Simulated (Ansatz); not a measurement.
Ga, DFT, PBE, all-electron LAPW, scalar-relativistic (Ansatz 0.2.0), run on 1 thread of Intel(R) Xeon(R) Platinum 8488C (Sapphire Rapids) on a shared host.

The cell is a measured one (Crystallography Open Database entry 9011089); the temperature and pressure of the measurement aren't taken into account, and nothing was relaxed. The listed cell was then made from it by scaling, straining or moving an atom.

Command: `ansatz run input.yaml --threads 1 --pin off --max-ram 3072MiB --backend cpu --events-out ev --progress --plain --runs-dir out`

```yaml
crystal:
  lattice:
    - [1.3226025, -4.005755, -0.0396525]
    - [1.4433975, 4.047245, 0.0811425]
    - [-0.06750105, 0.0481872, 3.32816825]
  atoms:
    - { symbol: Ga, position: [0.869, 0.131, 0.25] }
    - { symbol: Ga, position: [0.131, 0.869, 0.75] }
kpoints:
  mp_grid: { grid: [14, 14, 11] }
  band_path:
    path:
      - [0.0, 0.0, 0.0]
      - [0.0, 0.0, 0.5]
      - [0.0, -0.5, 0.0]
      - [0.0, 0.0, 0.0]
      - [0.5, -0.5, 0.0]
      - [0.5, 0.0, -0.5]
      - [0.0, 0.0, 0.0]
      - [0.5, 0.0, 0.0]
      - [0.5, -0.5, -0.5]
    npoints: 5
scf:
  occupations: { method: fermi_dirac, width: 0.03 }
hamiltonian:
  xc: pbe
  pseudopotentials: { kind: all_electron, lapw: { basis_error: 0.0005 } }
output:
  forces: true
  stress: true
  eigenvalues: true
```

Task: How large is the problem that the program sets up?

Result: 1080 irreducible k-points, 401 plane waves at Γ, 26 bands.

Task: About how long does it take, and how much memory does it use?

Result: 2.6 min of wall time for 8 SCF iterations, with a peak of 2.2 GiB. Times on shared machines scatter by tens of per cent.
